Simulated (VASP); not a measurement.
Wanted: the native input for a VASP 6.6.1 run.

| Item | Value |
| --- | --- |
| Task | single point |
| Functional | PBEsol |
| Potentials or basis | VASP PAW PBE potentials, release 64 (Te, Pt) |
| Cutoff | 520 eV |
| k mesh | 6 × 6 × 4 |
| Occupations | gaussian, width 0.05 eV |
| Spin | collinear spin, ferromagnetic start |
| Starting moments | [0.5, 0.5, 0.0] μB |
| Hubbard terms | Pt d U = 5 eV |
| Further INCAR settings | ALGO = Normal; EDIFF = 1e-07; NBANDS = 22 |

The structure of Te2Pt lies in POSCAR:

```
Te2Pt
1.0
    4.0179994500      0.0000000000      0.0000000000
   -2.0089997300      3.4796896000      0.0000000000
    0.0000000000      0.0000000000      5.2119993300
Te Pt
2 1
Direct
    0.3333333333      0.6666666667      0.2500000000
    0.6666666667      0.3333333333      0.7500000000
    0.0000000000      0.0000000000      0.0000000000
```

These files were run (other wordings do the same):

INCAR

```
PREC     = Accurate       # precision mode
ENCUT    = 520            # plane-wave cutoff, eV
EDIFF    = 1E-7           # SCF threshold, eV
ISMEAR   = 0              # smearing method
SIGMA    = 0.05           # smearing width, eV
LREAL    = F              # projectors in reciprocal space
LASPH    = T              # aspherical terms in the spheres
NELM     = 80             # most SCF steps
ALGO     = Normal         # electronic algorithm
ISIF     = 2              # what is computed and relaxed
LWAVE    = F              # write WAVECAR
LCHARG   = T              # write CHGCAR
ISPIN    = 2              # spin polarisation
MAGMOM   = 0.5 0.5 0      # initial moments
LORBIT   = 11             # projections on sites
LMAXMIX  = 4              # l up to which the mixer works
LDAU     = T              # DFT+U
LDAUTYPE = 2            
LDAUL    = -1 2           # shell
LDAUU    = 0 5            # U, eV
LDAUJ    = 0 0          
LDAUPRINT= 1            
GGA      = PS             # functional
LELF     = T              # ELF
LVHAR    = T            
NBANDS   = 22             # bands
```

KPOINTS

```
regular mesh
0
Gamma
  6 6 4
```

Potentials or basis: VASP PAW PBE potentials, release 64 (Te, Pt).

Command:

```console
$ cat potpaw_PBE.64/Te/POTCAR potpaw_PBE.64/Pt/POTCAR > POTCAR
$ mpirun -np 1 vasp_std > vasp.out
```

Results of the run:

```
Pressure                                              : 0.3 GPa
Largest force                                         : 0.432 eV/Å
Band gap on the k mesh                                : none (metal or under the smearing width)
Net moment                                            : 0.00 μB per cell
Valence electrons inside the program's atomic spheres : Te 3.32; Pt 9.86
```

Caveat: the PAW data sets were made with another functional, which shifts forces and pressure a little; the U is typed as a test and isn't derived for this compound.

Wall time 99 s on 1 thread of Intel(R) Xeon(R) Platinum 8488C (Sapphire Rapids), on a shared host, peak memory 0.24 GiB.
